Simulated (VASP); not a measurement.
# InPd (Fm-3m) in VASP: notebook

The runs below take InPd through band structure, with PBE.

All numbers are computed with VASP 6.6.1; they aren't measurements. Logs are shortened: lines on timing, memory, paths and dates and some standing lists are left out, and cuts for length are marked.

## (1) The structure

Symmetry: Fm-3m, No. 225, cubic system. The conventional cell has a = 5.492 Å, b = 5.492 Å, c = 5.492 Å, α = 90.00°, β = 90.00°, γ = 90.00°. In (site symmetry m-3m) has 6 Pd at 2.75 Å as nearest neighbours. Pd (site symmetry m-3m) has 6 In at 2.75 Å as nearest neighbours.

The cell was built by a generator and needn't be a form met in nature.

## (2) Band structure, PBE

Contents of POSCAR:

```
InPd
1.0
    0.0000000000      2.7460700000      2.7460700000
    2.7460700000      0.0000000000      2.7460700000
    2.7460700000      2.7460700000      0.0000000000
In Pd
1 1
Direct
    0.0000000000      0.0000000000      0.0000000000
    0.5000000000      0.5000000000      0.5000000000
```

Contents of INCAR.step1:

```
SYSTEM = InPd
PREC = Accurate
ENCUT = 520
EDIFF = 1E-7
ISMEAR = -1
SIGMA = 0.05
LREAL = .False.
LASPH = .True.
NELM = 100
ALGO = Fast
ISIF = 2
LWAVE = .False.
LCHARG = .True.
LMAXMIX = 4
GGA = PE
```

Contents of KPOINTS.step1:

```
regular mesh
0
Gamma
  6 6 6
  0 0 0
```

Contents of INCAR.step2:

```
SYSTEM = InPd
PREC = Accurate
ENCUT = 520
EDIFF = 1E-7
ISMEAR = 0
SIGMA = 0.05
LREAL = .False.
LASPH = .True.
NELM = 100
ALGO = Fast
ISIF = 2
LWAVE = .False.
LCHARG = .False.
LMAXMIX = 4
GGA = PE
ICHARG = 11
```

Contents of KPOINTS.step2:

```
path GXWKGLUWLK,UX
20
line-mode
reciprocal
 0.0000000000  0.0000000000  0.0000000000  G
 0.5000000000  0.0000000000  0.5000000000  X

 0.5000000000  0.0000000000  0.5000000000  X
 0.5000000000  0.2500000000  0.7500000000  W

 0.5000000000  0.2500000000  0.7500000000  W
 0.3750000000  0.3750000000  0.7500000000  K

 0.3750000000  0.3750000000  0.7500000000  K
 0.0000000000  0.0000000000  0.0000000000  G

 0.0000000000  0.0000000000  0.0000000000  G
 0.5000000000  0.5000000000  0.5000000000  L

 0.5000000000  0.5000000000  0.5000000000  L
 0.6250000000  0.2500000000  0.6250000000  U

 0.6250000000  0.2500000000  0.6250000000  U
 0.5000000000  0.2500000000  0.7500000000  W

 0.5000000000  0.2500000000  0.7500000000  W
 0.5000000000  0.5000000000  0.5000000000  L

 0.5000000000  0.5000000000  0.5000000000  L
 0.3750000000  0.3750000000  0.7500000000  K

 0.6250000000  0.2500000000  0.6250000000  U
 0.5000000000  0.0000000000  0.5000000000  X
```

Potentials or basis: VASP PAW PBE potentials, release 64 (In_d, Pd).

The run is started by

```console
$ cat potpaw_PBE.64/In_d/POTCAR potpaw_PBE.64/Pd/POTCAR > POTCAR
$ cp INCAR.step1 INCAR
$ cp KPOINTS.step1 KPOINTS
$ mpirun -np 1 vasp_std > vasp.out
$ cp INCAR.step2 INCAR
$ cp KPOINTS.step2 KPOINTS
$ mpirun -np 1 vasp_std > vasp.out
```

OUTCAR:

```text
SYSTEM = InPd
   PREC = Accurate
   ENCUT = 520
   EDIFF = 1E-7
   ISMEAR = 0
   LREAL = .False.
   LASPH = .True.
   NELM = 100
   ISIF = 2
   GGA = PE
   ICHARG = 11

 ion  position               nearest neighbor table
   1  0.000  0.000  0.000-   2 2.75   2 2.75   2 2.75   2 2.75   2 2.75   2 2.75
   2  0.500  0.500  0.500-   1 2.75   1 2.75   1 2.75   1 2.75   1 2.75   1 2.75

  LATTYP: Found a face centered cubic cell.
 ALAT       =     5.4921400000

  Lattice vectors:

 A1 = (   0.0000000000,   2.7460700000,   2.7460700000)
 A2 = (   2.7460700000,   0.0000000000,   2.7460700000)
 A3 = (   2.7460700000,   2.7460700000,   0.0000000000)

Analysis of symmetry for initial positions (statically):
=====================================================================
 Subroutine PRICEL returns:
 Original cell was already a primitive cell.

 Routine SETGRP: Setting up the symmetry group for a
 face centered cubic supercell.

 Subroutine GETGRP returns: Found 48 space group operations
 (whereof 48 operations were pure point group operations)
 out of a pool of 48 trial point group operations.

The static configuration has the point symmetry O_h .

Analysis of symmetry for dynamics (positions and initial velocities):
=====================================================================
 Subroutine PRICEL returns:
 Original cell was already a primitive cell.

 Routine SETGRP: Setting up the symmetry group for a
 face centered cubic supercell.

 Subroutine GETGRP returns: Found 48 space group operations
 (whereof 48 operations were pure point group operations)
 out of a pool of 48 trial point group operations.

The dynamic configuration has the point symmetry O_h .

 Subroutine INISYM returns: Found 48 space group operations
 (whereof 48 operations are pure point group operations),
 and found     1 'primitive' translations

----------------------------------------------------------------------------------------

                                     Primitive cell

  volume of cell :      41.4157

  direct lattice vectors                    reciprocal lattice vectors
     0.000000000  2.746070000  2.746070000    -0.182078388  0.182078388  0.182078388
     2.746070000  0.000000000  2.746070000     0.182078388 -0.182078388  0.182078388
     2.746070000  2.746070000  0.000000000     0.182078388  0.182078388 -0.182078388

  length of vectors
     3.883529437  3.883529437  3.883529437     0.315369020  0.315369020  0.315369020

  position of ions in fractional coordinates (direct lattice)
     0.000000000  0.000000000  0.000000000
     0.500000000  0.500000000  0.500000000

  ion indices of the primitive-cell ions
   primitive index   ion index
                 1           1
                 2           2

----------------------------------------------------------------------------------------

 KPOINTS: path GXWKGLUWLK,UX

Interpolating k-points between supplied coordinates.

 Line segments in fractional coordinates (reciprocal lattice):
    0.000000  0.000000  0.000000  ...  0.500000  0.000000  0.500000
    0.500000  0.000000  0.500000  ...  0.500000  0.250000  0.750000
    0.500000  0.250000  0.750000  ...  0.375000  0.375000  0.750000
    0.375000  0.375000  0.750000  ...  0.000000  0.000000  0.000000
    0.000000  0.000000  0.000000  ...  0.500000  0.500000  0.500000
    0.500000  0.500000  0.500000  ...  0.625000  0.250000  0.625000
    0.625000  0.250000  0.625000  ...  0.500000  0.250000  0.750000
    0.500000  0.250000  0.750000  ...  0.500000  0.500000  0.500000
    0.500000  0.500000  0.500000  ...  0.375000  0.375000  0.750000
    0.625000  0.250000  0.625000  ...  0.500000  0.000000  0.500000

 Generated    20 points on each line segment, for a total of    200 k-points:

 Following reciprocal coordinates:
            Coordinates               Weight
  0.000000  0.000000  0.000000      0.005000
  0.026316  0.000000  0.026316      0.005000
  0.052632  0.000000  0.052632      0.005000
  0.078947  0.000000  0.078947      0.005000
  0.105263  0.000000  0.105263      0.005000
  0.131579  0.000000  0.131579      0.005000
[... 16 lines left out ...]
  0.500000  0.026316  0.526316      0.005000
  0.500000  0.039474  0.539474      0.005000
 [... further k-points ...]
   k-points           NKPTS =    200   k-points in BZ     NKDIM =    200   number of bands    NBANDS=     15
   number of dos      NEDOS =    301   number of ions     NIONS =      2
   total plane-waves  NPLWV =  27000
   dimension x,y,z NGX =    30 NGY =   30 NGZ =   30
   dimension x,y,z NGXF=    60 NGYF=   60 NGZF=   60
   ions per type =               1   1
   NGX,Y,Z   is equivalent  to a cutoff of  12.84, 12.84, 12.84 a.u.
   NGXF,Y,Z  is equivalent  to a cutoff of  25.68, 25.68, 25.68 a.u.
 SYSTEM =  InPd
   PREC   = accura    normal or accurate (medium, high low for compatibility)
   ISTART =      0    job   : 0-new  1-cont  2-samecut
   ICHARG =     11    charge: 1-file 2-atom 10-const
   ISPIN  =      1    spin polarized calculation?
   LNONCOLLINEAR =      F non collinear calculations
   LSORBIT =      F    spin-orbit coupling
   LASPH  =      T    aspherical Exc in radial PAW
   ENCUT  =  520.0 eV  38.22 Ry    6.18 a.u.   7.22  7.22  7.22*2*pi/ulx,y,z
   NELM   =    100;   NELMIN=  2; NELMDL=  0     # of ELM steps
   EDIFF  = 0.1E-06   stopping-criterion for ELM
   LREAL  =      F    real-space projection
   EDIFFG = 0.1E-05   stopping-criterion for IOM
   NSW    =      0    number of steps for IOM
   IBRION =     -1    ionic relax: 0-MD 1-quasi-New 2-CG
   NFREE  =      0    steps in history (QN), initial steepest desc. (CG)
   ISIF   =      2    stress and relaxation
   ISYM   =      2    0-nonsym 1-usesym 2-fastsym
   POTIM  = 0.5000    time-step for ionic-motion
   TEBEG  =    0.0;   TEEND  =   0.0 temperature during run
   PSTRESS=    0.0 pullay stress
   NELECT =      23.0000    total number of electrons
   NUPDOWN=      -1.0000    fix difference up-down
   EMIN   =  10.00;   EMAX   =-10.00  energy-range for DOS
   EFERMI =   0.00;   METHOD = LEGACY
   ISMEAR =     0;   SIGMA  =   0.05  broadening in eV -4-tet -1-fermi 0-gaus
   EFERMI_NEDOS =   21; number of points for ismear=-14 and -15
   IALGO  =     68    algorithm
   IMIX   =      4    mixing-type and parameters
     AMIX     =   0.40;   BMIX     =  1.00
     AMIX_MAG =   1.60;   BMIX_MAG =  1.00
  volume/ion in A,a.u.               =      20.71       139.74
  Fermi-wavevector in a.u.,A,eV,Ry     =   1.345641  2.542893 24.636741  1.810749
  Thomas-Fermi vector in A             =   2.473537
   LORBIT       =      0    0 simple, 1 ext, 2 COOP (PROOUT), +10 PAW based schemes
   GGA     = PE    functional components
   LHFCALC =     F    Hartree Fock is set to
   AEXX    =    0.0000 exact exchange contribution
   IVDW    =     0    specifies the selected vdW correction
   LEPSILON=     F    determine dielectric tensor
   LRPA    =     F    only Hartree local field effects (RPA)
 non-spin polarized calculation
 RMM-DIIS sequential band-by-band and
 Gauss-broadening in eV      SIGMA  =   0.05
  energy-cutoff  :      520.00
  volume of cell :       41.42
 maximum number of plane-waves:      1139
 NGX is ok and might be reduce to    30

 number of electron      23.0000008 magnetization

 Free energy of the ion-electron system (eV)
  ---------------------------------------------------
  ext. energy  EPLUGINS =         0.00000000
  ---------------------------------------------------
  free energy    TOTEN  =        -7.01103885 eV

  energy without entropy =       -7.00993996  energy(sigma->0) =       -7.01048940

 E-fermi :   7.8187     XC(G=0): -11.2043

 val. band max:        7.8106007267   @ k =   0.4803   0.2697   0.7500
 cond. band min:       7.8428717018   @ k =   0.4934   0.2566   0.7500
 fundamental gap:      0.0322709751
 Fermi energy:         7.8187365659

 k-point     1 :       0.0000    0.0000    0.0000
  band No.  band energies     occupation
      1      -6.4386      2.00000
      2      -6.4386      2.00000
      3      -6.3431      2.00000
      4      -6.3431      2.00000
      5      -6.3431      2.00000
      6      -0.6236      2.00000
      7       5.3337      2.00000
      8       5.3337      2.00000
      9       5.3337      2.00000
     10       5.5727      2.00000
     11       5.5727      2.00000
     12      13.5462      0.00000
     13      13.5462      0.00000
     14      13.5462      0.00000
     15      16.9298      0.00000

 k-point     2 :       0.0263    0.0000    0.0263
  band No.  band energies     occupation
      1      -6.4382      2.00000
      2      -6.4375      2.00000
      3      -6.3435      2.00000
      4      -6.3419      2.00000
      5      -6.3419      2.00000
      6      -0.6084      2.00000
      7       5.3302      2.00000
      8       5.3341      2.00000
      9       5.3341      2.00000
     10       5.5549      2.00000
     11       5.5740      2.00000
     12      13.5150      0.00000
     13      13.5150      0.00000
     14      13.5211      0.00000
     15      16.9129      0.00000

 k-point     3 :       0.0526    0.0000    0.0526
  band No.  band energies     occupation
      1      -6.4370      2.00000
      2      -6.4346      2.00000
      3      -6.3448      2.00000
      4      -6.3388      2.00000
      5      -6.3388      2.00000
      6      -0.5628      2.00000
      7       5.3199      2.00000
      8       5.3352      2.00000
      9       5.3352      2.00000
     10       5.5028      2.00000
     11       5.5779      2.00000
     12      13.4232      0.00000
     13      13.4232      0.00000
     14      13.4510      0.00000
     15      16.8650      0.00000
[... 343 lines left out ...]
 k-point    23 :       0.5000    0.0263    0.5263
  band No.  band energies     occupation
      1      -6.4648      2.00000
      2      -6.4091      2.00000
      3      -6.3785      2.00000
      4      -6.2043      2.00000
      5      -6.2030      2.00000
      6       2.0793      2.00000
      7       4.8699      2.00000
      8       5.5521      2.00000
      9       5.7553      2.00000
     10       5.9230      2.00000
     11       6.0054      2.00000
     12       8.1213      0.00000
     13       9.5588      0.00000
     14       9.5954      0.00000
     15      12.9055      0.00000

 k-point    24 :       0.5000    0.0395    0.5395
  band No.  band energies     occupation
      1      -6.4639      2.00000
      2      -6.4072      2.00000
      3      -6.3779      2.00000
      4      -6.2059      2.00000
      5      -6.2030      2.00000
      6       2.0913      2.00000
      7       4.8679      2.00000
      8       5.4936      2.00000
      9       5.7290      2.00000
     10       5.9230      2.00000
     11       6.0826      2.00000
     12       8.1224      0.00000
     13       9.4848      0.00000
     14       9.5603      0.00000
     15      13.0478      0.00000

 [... further k-points ...]

------------------------ aborting loop because EDIFF is reached ----------------------------------------

  FORCE on cell =-STRESS in cart. coord.  units (eV):
  Direction    XX          YY          ZZ          XY          YZ          ZX
  --------------------------------------------------------------------------------------
  -------------------------------------------------------------------------------------
  Total       -2.2386775     -2.2386775     -2.2386775     -0.0000000      0.0000000     -0.0000000
  in kB      -86.6038712    -86.6038712    -86.6038712     -0.0000000      0.0000000     -0.0000000
  external PRESSURE =     -86.6038712 kB  Pullay stress =       0.0000000 kB

 VOLUME and BASIS-vectors are now :
 -----------------------------------------------------------------------------
  energy-cutoff  :      520.00
  volume of cell :       41.42
      direct lattice vectors                 reciprocal lattice vectors
     0.000000000  2.746070000  2.746070000    -0.182078388  0.182078388  0.182078388
     2.746070000  0.000000000  2.746070000     0.182078388 -0.182078388  0.182078388
     2.746070000  2.746070000  0.000000000     0.182078388  0.182078388 -0.182078388

 POSITION                                       TOTAL-FORCE (eV/Angst)
 -----------------------------------------------------------------------------------
      0.00000      0.00000      0.00000         0.000000      0.000000     -0.000000
      2.74607      2.74607      2.74607         0.000000      0.000000      0.000000
 -----------------------------------------------------------------------------------
    total drift:                                0.000000      0.000000      0.000000

  FREE ENERGIE OF THE ION-ELECTRON SYSTEM (eV)
  ---------------------------------------------------
  free  energy   TOTEN  =        -7.0110388478 eV

  energy  without entropy=       -7.0099399605  energy(sigma->0) =       -7.01048940
```

Wall time 1.9 min (1 thread of Intel Xeon 6975P-C (Granite Rapids), shared host); peak memory 0.26 GiB.

Results:

* Band gap along the path: none (metal or under the smearing width)

Levels at the corners of the path, in eV from the Fermi level:
```csv
point,band 9,band 10,band 11,band 12,band 13,band 14,band 15
Γ,-2.82,-2.58,-2.58,5.39,5.39,5.39,8.77
X,-2.38,-2.23,-2.23,-0.03,1.47,1.47,4.63
X,-2.38,-2.23,-2.23,-0.03,1.47,1.47,4.63
W,-3.29,-2.23,-0.25,-0.25,0.11,0.16,10.27
W,-3.29,-2.23,-0.25,-0.25,0.11,0.16,10.22
K,-2.99,-2.33,-1.15,-0.84,0.04,2.95,6.25
K,-2.99,-2.33,-1.15,-0.84,0.04,2.95,6.25
Γ,-2.82,-2.58,-2.58,5.39,5.39,5.39,8.77
Γ,-2.82,-2.58,-2.58,5.39,5.39,5.39,8.78
L,-3.57,-2.44,-2.44,-1.37,7.28,7.28,7.32
L,-3.57,-2.44,-2.44,-1.37,7.28,7.29,7.32
U,-2.99,-2.33,-1.15,-0.84,0.04,2.95,6.25
U,-2.99,-2.33,-1.15,-0.84,0.04,2.95,6.25
W,-3.29,-2.23,-0.25,-0.25,0.11,0.16,10.25
W,-3.29,-2.23,-0.25,-0.25,0.11,0.16,10.19
L,-3.57,-2.44,-2.44,-1.37,7.28,7.29,7.49
L,-3.57,-2.44,-2.44,-1.37,7.28,7.28,7.32
K,-2.99,-2.33,-1.15,-0.84,0.04,2.95,6.25
U,-2.99,-2.33,-1.15,-0.84,0.04,2.95,6.25
X,-2.38,-2.23,-2.23,-0.03,1.47,1.47,4.63
```

Caveat: the log is that of the step along the path at fixed density, whose energy, stress, charges and moments have no meaning; spin-orbit coupling is left out, which moves the levels of the heavy elements.

[end of part 1 of 2]
